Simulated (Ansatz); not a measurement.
# Dielectric function and optical constants of Te2Mo

Wanted: where Te2Mo starts to absorb, how strongly, and its refractive index.

Main program and level: Ansatz 0.2.0; DFT, PBE, plane-wave PAW, default files, scalar-relativistic, independent-particle optical response without local fields.

The experiments to compare with:

For MoTe2, 2H (alpha) (exfoliated flakes 32 nm to 20 um thick, from chemical vapour transport crystal, 300 K), “Surface transport and band gap structure of exfoliated 2H-MoTe2 crystals” (2014, arxiv:1407.1219) gives, by optical transmission spectroscopy: band gap (indirect optical gap from extrapolated square root of absorption …) 0.88 ± 0.05 eV [Extrapolated absorption onset; value is gap plus or minus an unresolved phonon energy …].

“Optical Constants of Several Multilayer Transition Metal Dichalcogenides Measured by Spectroscopic Ellipsometry in the 300–1700 nm Range: High Index, Anisotropy, and Hyperbolicity” (2022, pmc:9306003) reports for MoTe2, 2H, by spectroscopic ellipsometry (exfoliated thick multilayer flakes on Si): refractive index (in-plane n at 1550 nm) about 4.84.

Most raw output is cut from this account.

**1. Set-up**

It takes space group P6_3/mmc (No. 194, hexagonal). The conventional cell has a = 3.518 Å, b = 3.518 Å, c = 13.974 Å, α = 90.00°, β = 90.00°, γ = 120.00°. Nearest to Te lie 3 Mo at 2.72 Å. Nearest to Mo lie 6 Te at 2.72 Å. Farther neighbours and most contacts between anions are not listed.

**2. Ground state and bands**

The self-consistent density comes first; it also tells whether there is a gap, which decides the occupations and the need for a Drude term.

This step: DFT, PBE, plane-wave PAW, default files, scalar-relativistic, ground state (Ansatz 0.2.0).

Input file input.yaml:

```yaml
crystal:
  lattice:
    - [3.5182, 0.0, 0.0]
    - [-1.7591, 3.0468505756, 0.0]
    - [0.0, 0.0, 13.9736]
  atoms:
    - { symbol: Te, position: [0.6666666667, 0.3333333333, 0.379] }
    - { symbol: Te, position: [0.3333333333, 0.6666666667, 0.879] }
    - { symbol: Te, position: [0.6666666667, 0.3333333333, 0.121] }
    - { symbol: Te, position: [0.3333333333, 0.6666666667, 0.621] }
    - { symbol: Mo, position: [0.6666666667, 0.3333333333, 0.75] }
    - { symbol: Mo, position: [0.3333333333, 0.6666666667, 0.25] }
kpoints:
  mp_grid: { grid: [7, 7, 2] }
  band_path:
    path:
      - [[0.0, 0.0, 0.0], [0.5, 0.0, 0.0], [0.33333333, 0.33333333, 0.0], [0.0, 0.0, 0.0], [0.0, 0.0, 0.5], [0.5, 0.0, 0.5], [0.33333333, 0.33333333, 0.5], [0.0, 0.0, 0.5]]
      - [[0.5, 0.0, 0.5], [0.5, 0.0, 0.0]]
      - [[0.33333333, 0.33333333, 0.0], [0.33333333, 0.33333333, 0.5]]
    npoints: 7
scf:
  occupations: { method: fermi_dirac, width: 0.05 }
  n_extra_bands: 10
hamiltonian:
  xc: pbe
  pseudopotentials: { kind: paw }
output:
  forces: true
  stress: true
  populations: true
  write_bands: true
  write_density: true
  write_potential: true
  elf: true
  volumetric_format: npy
```

Launch:

```console
ansatz run input.yaml --threads 4 --pin off --max-ram 8192MiB --backend cpu --events-out ev --progress --plain --runs-dir out
```

Elapsed: 6.8 s, on 4 threads of Arm Neoverse V1, shared host; peak memory 0.66 GiB; 24 s of CPU time.

Read-outs, printed or worked out from the files:

- free energy: -37833.3936 eV
- Fermi energy: 12.85 eV
- gap by band count: 0.8406 eV
- electrons: 92
- symmetry operations: 24
- pressure: 2.935 GPa
- volume: 149.8 Å³
- gap on the path: 0.7124 eV
- least direct gap on the path: 1.041 eV

There is a gap, 0.71 eV on the path, so no carriers' term is needed. The cell is left with a pressure of 2.9 GPa and forces up to 0.17 eV/Å, as it stands unrelaxed at this level.

The electronic bands at the labelled points (eV, zero at the Fermi level; v1 is the highest filled band, c1 the lowest empty one):

| point | v4 | v3 | v2 | v1 | c1 | c2 | c3 | c4 |
| --- | --- | --- | --- | --- | --- | --- | --- | --- |
| Γ | -1.39 | -1.39 | -0.69 | -0.37 | 2.53 | 2.53 | 2.66 | 2.66 |
| 0.57 of the way | -1.45 | -1.43 | -1.39 | -1.35 | 0.73 | 1.31 | 1.36 | 1.60 |
| M | -1.38 | -1.33 | -0.97 | -0.69 | 0.89 | 0.95 | 1.08 | 1.42 |
| 0.57 of the way | -2.31 | -2.01 | -0.86 | -0.61 | 0.78 | 0.90 | 1.25 | 1.50 |
| K | -2.21 | -2.21 | -0.68 | -0.44 | 0.60 | 0.60 | 0.79 | 1.80 |
| 0.57 of the way | -1.43 | -1.29 | -1.09 | -0.94 | 0.69 | 1.27 | 1.38 | 1.40 |
| Γ | -1.39 | -1.39 | -0.69 | -0.37 | 2.53 | 2.53 | 2.66 | 2.66 |
| 0.43 of the way | -1.39 | -1.39 | -0.60 | -0.38 | 2.54 | 2.54 | 2.63 | 2.63 |
| A | -1.40 | -1.40 | -0.45 | -0.45 | 2.57 | 2.57 | 2.57 | 2.57 |
| 0.43 of the way | -1.67 | -1.67 | -1.06 | -1.06 | 1.25 | 1.25 | 1.84 | 1.84 |
| L | -1.34 | -1.34 | -0.83 | -0.83 | 0.92 | 0.92 | 1.27 | 1.27 |
| 0.57 of the way | -2.27 | -2.27 | -0.74 | -0.74 | 0.85 | 0.85 | 1.47 | 1.47 |
| H | -2.37 | -2.37 | -0.58 | -0.58 | 0.61 | 0.61 | 1.25 | 1.25 |
| 0.57 of the way | -1.39 | -1.39 | -1.07 | -1.07 | 0.95 | 0.95 | 1.51 | 1.51 |
| A | -1.40 | -1.40 | -0.45 | -0.45 | 2.57 | 2.57 | 2.57 | 2.57 |
| jump to L | -1.34 | -1.34 | -0.83 | -0.83 | 0.92 | 0.92 | 1.27 | 1.27 |
| 0.43 of the way | -1.36 | -1.33 | -0.92 | -0.74 | 0.90 | 0.94 | 1.16 | 1.36 |
| M | -1.38 | -1.33 | -0.97 | -0.69 | 0.89 | 0.95 | 1.08 | 1.42 |
| jump to K | -2.21 | -2.21 | -0.68 | -0.44 | 0.60 | 0.60 | 0.79 | 1.80 |
| 0.57 of the way | -2.29 | -2.29 | -0.65 | -0.50 | 0.60 | 0.60 | 0.96 | 1.57 |
| H | -2.37 | -2.37 | -0.58 | -0.58 | 0.61 | 0.61 | 1.25 | 1.25 |

ELF in the ac plane at fractional y = 0.333, with atoms of Te and Mo within 0.2 Å of it. It is the smooth field of the valence electrons, not physical close to the nuclei.

Ten even steps from '0' (0.02) to '9' (0.74), each cell a mean:
```
34553210000001
78888641000135
77667764222357
77667764322357
56665434676543
23442269867984
24543258988963
67776543444334
76667764323457
77777763211246
78887531000024
12321101122110
20001479999985
73125887655788
75236762000146
75346764211357
42123566555666
22222233333332
22222344444443
53224776544567
75346763000146
74236764101357
62014798878898
10000246788753
```
Atoms in or near the plane, at fractional coordinates: Te at (0.67, 0.38), Te at (0.67, 0.12), Mo at (0.67, 0.75).

Valence density in the ac plane at fractional y = 0.333, with atoms of Te and Mo within 0.2 Å of it. It is the smooth field of the valence electrons, not physical close to the nuclei.

Ten steps, logarithmic in the rise over the least value, from '0' (0 e/Å³) to '9' (14 e/Å³), each cell a mean:
```
00000000000000
12221100000001
22332211100112
22222222222222
22222234565532
21111347888763
21111246777753
22222223444322
22332221111112
22222211000011
11111100000000
00000000000000
00000011222110
10001234566532
21112347999863
21112236888743
22112223333322
22222211111111
22222222222222
21112233455432
21112347899853
21011246899753
10000123444321
00000001111100
```
Atoms in or near the plane, at fractional coordinates: Te at (0.67, 0.38), Te at (0.67, 0.12), Mo at (0.67, 0.75).

**3. Spectrum**

The spectrum is a sum over vertical transitions between filled and empty bands at the fixed density, so many empty bands are needed.

This step: DFT, PBE, plane-wave PAW, default files, scalar-relativistic, independent-particle optical response without local fields (Ansatz 0.2.0).

input.yaml, the sections that differ from step 2:

```yaml
kpoints:
  mp_grid: { grid: [7, 7, 2] }
scf:
  occupations: { method: fixed }
output:
  optics:
    e_range: [0, 20]
    de: 0.05
    sigma: 0.1
    nscf_kmesh: { grid: [9, 9, 2] }
    bands: { spectra_wanted_up_to: 20 }
# crystal, hamiltonian: as in step 2
```

Elapsed: 3.3 min, on 4 threads; peak memory 2 GiB.

Read-outs, printed or worked out from the files:

* electronic dielectric constant ε∞, mean over x, y and z (by symmetry where fewer were run): 18.73
* absorption onset, first axis (α over 10⁴ cm⁻¹, or the direct gap if that lies higher): 1.041 eV
* main peak of Im epsilon, first axis: 2.563 eV
* photocurrent from vertical transitions in a film 500 nm thick on a perfect mirror (two passes), AM1.5G, no front reflection, all carriers collected: 45.81 mA/cm²
* least direct gap on the mesh: 1.041 eV
* bands summed: 125
* spectra valid up to: 28.20 eV
* program's estimate of the k-sum error in Im epsilon: 0.07 %
* electrons in the f-sum: 66.54

The Im ε has structure finer than the step of the table below, so its rows give means over 0.5 eV, whole bins alone (the curve runs from 0 to 19.1 eV). Peaks (eV: height): E ∥ x or y 1.75: 24.3, 2.55: 25.6, 3.30: 22.6, 8.50: 7.27; E ∥ z 2.05: 12.4, 3.95: 28.3, 4.65: 18.8, 6.30: 12.0.

The Im ε by photon energy; means over each step:

| photon energy (eV) | E ∥ x or y | E ∥ z |
| --- | --- | --- |
| 0.5 | 0 | 0 |
| 1.0 | 2.24 | 0.0705 |
| 1.5 | 17.4 | 2.93 |
| 2.0 | 18.7 | 10.6 |
| 2.5 | 22.3 | 7.88 |
| 3.0 | 20.7 | 9.99 |
| 3.5 | 21.2 | 14.6 |
| 4.0 | 16.0 | 24.3 |
| 4.5 | 15.0 | 16.3 |
| 5.0 | 11.4 | 11.8 |
| 5.5 | 6.17 | 6.60 |
| 6.0 | 3.56 | 9.57 |
| 6.5 | 2.95 | 10.3 |
| 7.0 | 3.02 | 8.68 |
| 7.5 | 3.93 | 8.19 |
| 8.0 | 6.49 | 6.01 |
| 8.5 | 6.97 | 6.67 |
| 9.0 | 5.64 | 6.07 |
| 9.5 | 4.44 | 4.50 |
| 10.0 | 3.03 | 2.57 |
| 10.5 | 2.45 | 1.89 |
| 11.0 | 2.33 | 1.97 |
| 11.5 | 2.07 | 1.94 |
| 12.0 | 2.01 | 2.60 |
| 12.5 | 1.74 | 1.69 |
| 13.0 | 1.44 | 1.39 |
| 13.5 | 1.18 | 0.948 |
| 14.0 | 1.06 | 0.747 |
| 14.5 | 0.969 | 0.764 |
| 15.0 | 0.826 | 0.619 |
| 15.5 | 0.650 | 0.464 |
| 16.0 | 0.564 | 0.491 |
| 16.5 | 0.487 | 0.465 |
| 17.0 | 0.434 | 0.436 |
| 17.5 | 0.407 | 0.390 |
| 18.0 | 0.360 | 0.308 |
| 18.5 | 0.293 | 0.300 |

The Re ε by photon energy:

| photon energy (eV) | E ∥ x or y | E ∥ z |
| --- | --- | --- |
| 0 | 21.0 | 14.2 |
| 1 | 28.5 | 16.0 |
| 2 | 16.8 | 17.2 |
| 3 | 4.98 | 17.2 |
| 4 | -2.22 | 5.70 |
| 5 | -6.94 | -6.04 |
| 6 | -3.41 | 3.17 |
| 7 | 0.319 | -0.899 |
| 8 | 1.49 | -2.81 |
| 9 | -2.46 | -3.54 |
| 10 | -2.92 | -3.74 |
| 11 | -1.81 | -1.86 |
| 12 | -1.51 | -1.99 |
| 13 | -1.38 | -1.97 |
| 14 | -1.01 | -1.27 |
| 15 | -0.845 | -0.986 |
| 16 | -0.546 | -0.521 |
| 17 | -0.311 | -0.322 |
| 18 | -0.170 | -0.182 |
| 19 | 0.0199 | -0.0480 |

Values under 1 per cm are given as 1. Absorption coefficient against photon energy:

| photon energy (eV) | E ∥ x or y (1/cm) | E ∥ z (1/cm) |
| --- | --- | --- |
| 0.00 | 1 | 1 |
| 1.00 | 7652 | 16.5 |
| 2.00 | 3.6e5 | 2.8e5 |
| 3.00 | 8.4e5 | 3.3e5 |
| 4.00 | 1.2e6 | 1.4e6 |
| 5.00 | 1.6e6 | 1.6e6 |
| 6.00 | 1.2e6 | 1.1e6 |
| 7.00 | 8.5e5 | 1.6e6 |
| 8.00 | 1.3e6 | 1.7e6 |
| 9.00 | 1.9e6 | 2.1e6 |
| 10.00 | 1.9e6 | 2.0e6 |
| 11.00 | 1.7e6 | 1.7e6 |
| 12.00 | 1.7e6 | 2.1e6 |
| 13.00 | 1.7e6 | 1.9e6 |
| 14.00 | 1.6e6 | 1.7e6 |
| 15.00 | 1.5e6 | 1.6e6 |
| 16.00 | 1.3e6 | 1.3e6 |
| 17.00 | 1.1e6 | 1.1e6 |
| 18.00 | 9.7e5 | 9.5e5 |
| 19.00 | 7.0e5 | 7.5e5 |

Loss function −Im 1/ε at q → 0 against energy loss; read off at these points:

| energy loss (eV) | E ∥ x or y | E ∥ z |
| --- | --- | --- |
| 0.5 | 0 | 0 |
| 1.0 | 9.9e-4 | 5.1e-6 |
| 1.5 | 0.0147 | 0.00511 |
| 2.0 | 0.0297 | 0.0272 |
| 2.5 | 0.0281 | 0.0331 |
| 3.0 | 0.0477 | 0.0243 |
| 3.5 | 0.0489 | 0.0337 |
| 4.0 | 0.0624 | 0.0343 |
| 4.5 | 0.0650 | 0.0657 |
| 5.0 | 0.0649 | 0.0673 |
| 5.5 | 0.0806 | 0.156 |
| 6.0 | 0.147 | 0.0961 |
| 6.5 | 0.255 | 0.0958 |
| 7.0 | 0.314 | 0.111 |
| 7.5 | 0.212 | 0.110 |
| 8.0 | 0.140 | 0.139 |
| 8.5 | 0.136 | 0.135 |
| 9.0 | 0.142 | 0.123 |
| 9.5 | 0.168 | 0.110 |
| 10.0 | 0.171 | 0.121 |
| 10.5 | 0.260 | 0.200 |
| 11.0 | 0.267 | 0.269 |
| 11.5 | 0.313 | 0.315 |
| 12.0 | 0.314 | 0.224 |
| 12.5 | 0.362 | 0.289 |
| 13.0 | 0.362 | 0.238 |
| 13.5 | 0.443 | 0.288 |
| 14.0 | 0.494 | 0.335 |
| 14.5 | 0.576 | 0.514 |
| 15.0 | 0.592 | 0.452 |
| 15.5 | 0.727 | 0.693 |
| 16.0 | 0.915 | 0.958 |
| 16.5 | 1.16 | 1.12 |
| 17.0 | 1.52 | 1.48 |
| 17.5 | 1.94 | 1.61 |
| 18.0 | 2.29 | 2.41 |
| 18.5 | 3.31 | 2.90 |
| 19.0 | 3.54 | 3.88 |

The refractive index n and extinction k by photon energy:

| photon energy (eV) | n, E ∥ x or y | k, E ∥ x or y | n, E ∥ z | k, E ∥ z |
| --- | --- | --- | --- | --- |
| 0 | 4.58 | 0 | 3.77 | 0 |
| 1 | 5.34 | 0.0755 | 4.00 | 1.6e-4 |
| 2 | 4.48 | 1.79 | 4.38 | 1.38 |
| 3 | 3.56 | 2.77 | 4.28 | 1.08 |
| 4 | 2.61 | 3.01 | 4.14 | 3.38 |
| 5 | 1.75 | 3.16 | 1.90 | 3.10 |
| 6 | 0.827 | 2.02 | 2.55 | 1.83 |
| 7 | 1.32 | 1.19 | 2.01 | 2.22 |
| 8 | 2.06 | 1.65 | 1.36 | 2.16 |
| 9 | 1.42 | 2.12 | 1.32 | 2.30 |
| 10 | 0.782 | 1.88 | 0.588 | 2.02 |
| 11 | 0.756 | 1.54 | 0.648 | 1.51 |
| 12 | 0.733 | 1.43 | 0.951 | 1.70 |
| 13 | 0.553 | 1.30 | 0.461 | 1.48 |
| 14 | 0.468 | 1.11 | 0.305 | 1.17 |
| 15 | 0.408 | 1.01 | 0.292 | 1.04 |
| 16 | 0.348 | 0.817 | 0.316 | 0.788 |
| 17 | 0.334 | 0.650 | 0.336 | 0.659 |
| 18 | 0.335 | 0.531 | 0.296 | 0.520 |
| 19 | 0.388 | 0.362 | 0.320 | 0.388 |

Optical constants at common wavelengths, from n + ik = √ε:

| wavelength (nm) | n xy | k xy | R (%) xy | 1/α xy | n z | k z | R (%) z | 1/α z |
| --- | --- | --- | --- | --- | --- | --- | --- | --- |
| 1550 | 4.94 | 0.000 | 44.0 | over 1 mm | 3.91 | 0.000 | 35.1 | over 1 mm |
| 800 | 5.62 | 1.670 | 51.8 | 38 nm | 4.56 | 0.284 | 41.1 | 224 nm |
| 633 | 4.38 | 1.889 | 46.1 | 27 nm | 4.46 | 1.285 | 43.3 | 39 nm |
| 532 | 4.66 | 2.041 | 48.5 | 21 nm | 3.80 | 1.083 | 37.2 | 39 nm |
| 450 | 4.13 | 2.773 | 51.4 | 13 nm | 3.97 | 0.905 | 37.8 | 40 nm |
| 308 | 2.58 | 2.975 | 52.4 | 8.2 nm | 3.98 | 3.426 | 56.5 | 7.2 nm |
| 248 | 1.75 | 3.163 | 60.1 | 6.2 nm | 1.90 | 3.104 | 57.9 | 6.4 nm |

Rows near the edge hang on the gap, which this functional as a rule makes too small, and phonon-assisted absorption is left out.

A polished face would reflect 45 % of daylight and look light grey (CIE x = 0.310, y = 0.323 under D65).

The f-sum over the summed bands holds 66.5 of the cell's 92 electrons outside the frozen cores, 56 of which lie in bands more than 12 eV below the Fermi level, whose transitions come at higher energies. Up to 19 eV the strength has a mean oscillator energy of 4.1 eV, well above the main peak, so higher transitions carry much of it.

**4. Results**

```yaml
gap_on_the_path: 0.712 eV
least_direct_gap_on_the_path: 1.04 eV
electronic_dielectric_constant_eps_infinity_mean_over_x_y_and_z_by_symmetry_where_fewer_were_run_independent_particles: 18.7
absorption_onset_first_axis_alpha_over_1e4_cm_minus1_or_the_direct_gap_if_that_lies_higher: 1.04 eV
main_peak_of_im_epsilon_first_axis: 2.56 eV
photocurrent_from_vertical_transitions_in_a_film_500_nm_thick_on_a_perfect_mirror_two_passes_am1p5g_no_front_reflection_all_carriers_collected: 45.8 mA/cm²
```

What this shows: At this level (PBE, independent particles) Te2Mo has a mean ε∞ = 18.7 and n = 4.94 at 1550 nm (E ∥ x); absorption sets in near 1.0 eV, and Im ε peaks at 2.6 eV (E ∥ x). The gap is indirect (0.71 eV), so absorption without phonons can begin only at the direct gap of 1.04 eV. Absorption passes 10⁴ cm⁻¹ from the direct gap on, 1.04 eV, in the infrared, so it absorbs across the visible. Distinct maxima of Im ε, read by a parabola through the highest points, lie at 1.73 eV (24), 2.56 eV (26), 3.32 eV (23) and 3.64 eV (22) for E ∥ x or y. The static values by axis are 20.97 (xy), 14.25 (z). The f-sum over the summed bands holds 66.5 of the cell's 92 electrons outside the frozen cores, 56 of which lie in bands more than 12 eV below the Fermi level, whose transitions come at higher energies. Up to 19 eV the strength has a mean oscillator energy of 4.1 eV, well above the main peak, so higher transitions carry much of it. A polished face would reflect 45 % of daylight and look light grey (CIE x = 0.310, y = 0.323 under D65). Excitons and phonon-assisted transitions are missing, and so are local fields; PBE gaps are as a rule too small, which pulls the onset down and ε∞ up. In the base run ε includes the program's bounded estimate of what the bands above those summed add. Spin-orbit coupling is left out although heavy atoms are present. Besides steps told in other documents, this task had 1 step that ran out of time; those not told in a step above aren't shown.

Computed beside measured:

| quantity | measured | PBE | PBE, no local fields |
| --- | --- | --- | --- |
| band gap (least gap) (eV) | 0.88 | 0.71 (-0.17 eV) | - |
| refractive index (at 1550 nm) | 4.84 | - | 4.94 (+2.0 %) |

Measured values from arxiv:1407.1219 (2014) and pmc:9306003 (2022).

Verdict: The band gap is off by -0.17 eV. An optical gap can lie under the band gap by the exciton's binding. Spin-orbit coupling, left out here, can change the gap with such heavy elements. Zero-point and thermal motion shift the measured gap. The refractive index is off by +2.0 %: good agreement. No cell relaxation is part of this session.

[Logs are printed without paths, hosts, clocks, repeated set-up lines and the standing remarks that a program may print on its own settings, such as how far it seeks lower states.]

[Hosts, paths, dates, database ids (printed as entryN), source tags and the programs' standing remarks are cut or masked in the printed files.]
